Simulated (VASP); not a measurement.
Runs of VASP 6.6.1 on Cs2SnI6. Symmetry: Fm-3m, No. 225, cubic system. The conventional cell has a = 11.628 Å, b = 11.628 Å, c = 11.628 Å, α = 90.00°, β = 90.00°, γ = 90.00°. Cs (site symmetry -43m) has 12 I at 4.11 Å as nearest neighbours. Sn (site symmetry m-3m) is surrounded by 6 I at 2.85 Å. I (site symmetry 4mm) has 1 Sn at 2.85 Å as nearest neighbours. 

```csv
task,level,potentials or basis,spin,cell,cutoff (eV),monkhorst-Pack mesh,gap on the mesh (eV),pressure (GPa),largest force (eV/Å)
relaxation of cell and atoms,PBEsol,"VASP PAW PBE potentials, release 64 (Cs_sv, Sn_d, I)",off,relaxed,600,-,none,0.0,0.01
band structure,r2SCAN,"VASP PAW PBE potentials, release 64 (Cs_sv, Sn_d, I)",off,"Fm-3m, 42.91 Å³/atom",520,-,(b),0.9,0.01
band structure,LDA,"VASP PAW LDA potentials, release 64 (Cs_sv, Sn_d, I)",off,"Fm-3m, 42.91 Å³/atom",520,-,-,-1.0,0.05
band structure,TB-mBJ,"VASP PAW PBE potentials, release 64 (Cs_sv, Sn_d, I)",off,"Fm-3m, 42.91 Å³/atom",520,-,(a),-,-
band structure,PBE,"VASP PAW PBE potentials, release 64 (Cs_sv, Sn_d, I)",off,"Fm-3m, 42.91 Å³/atom",520,-,-,1.6,0.13
optical spectrum,PBE,"VASP PAW PBE potentials, release 64 (Cs_sv, Sn_d, I)",off,"Fm-3m, 42.91 Å³/atom",520,-,none,1.6,0.13
```

Alike in all rows: k mesh 6 × 6 × 6; smearing gaussian 0.03 eV.

Task: Estimate the missing entries.

Result: (a) 0.62; (b) 0.25.

Caveats: spin-orbit coupling is left out, which moves the levels of the heavy elements (some runs); the PAW data sets were made with another functional, which shifts forces and pressure a little (some runs); independent-particle spectra lack excitons (some runs); the intraband (Drude) part of a metal's response may be missing (some runs).

A k mesh can miss the band edges, and the runs leave out spin-orbit coupling on Cs, I, Sn.

A gap of «none» marks a metal or a gap under the smearing width.
